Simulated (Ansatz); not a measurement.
Crystal: FeSi2 (Linzhiite).

```
Fe Si
1.0
     2.68400    0.00000    0.00000
     0.00000    2.68400    0.00000
     0.00000    0.00000    5.12800
Fe Si
1 2
Direct
  0.00000 0.00000 0.00000
  0.50000 0.50000 0.73000
  0.50000 0.50000 0.27000
```

Base run:

| Property | Result |
| --- | --- |
| Program | Ansatz 0.2.0 |
| Functional | PBEsol |
| Potentials or basis | Ansatz PAW |
| Cutoff | 420 eV (not typed: the program's choice for these potentials) |
| k mesh | 8 × 8 × 5 |
| Occupations | fermi-dirac, width 0.05 eV |
| Spin | collinear spin, ferromagnetic start |
| Starting moments | [3.8, 0.0, 0.0] μB |
| Fixed moment | 3.8 μB |

Its results: pressure 33.1 GPa; site moments Fe +2.65; Si +0.24 μB; largest force 2.367 eV/Å.

The run is repeated on the same cell with these changes: fixed moment from 3.8 μB to 1.5 μB; moments at the start from [3.8, 0.0, 0.0] to [1.5, 0.0, 0.0]. What comes out?

Pressure 5.3 GPa; site moments Fe +1.32; Si +0.02 μB; largest force 0.393 eV/Å.

Caveats: the total moment is fixed, so each spin has its own Fermi level; the PAW data sets come from PBE, with cores solved anew for the run's functional, which leaves a small shift of forces and pressure; the thresholds are loose for stress; a pressure of tens of GPa on the cell as given is suspect, and the run, the potentials or the cell itself is likely at fault (some runs); forces of over 1 eV/Å show positions far from the minimum, so gaps and moduli don't describe the material at rest (some runs).
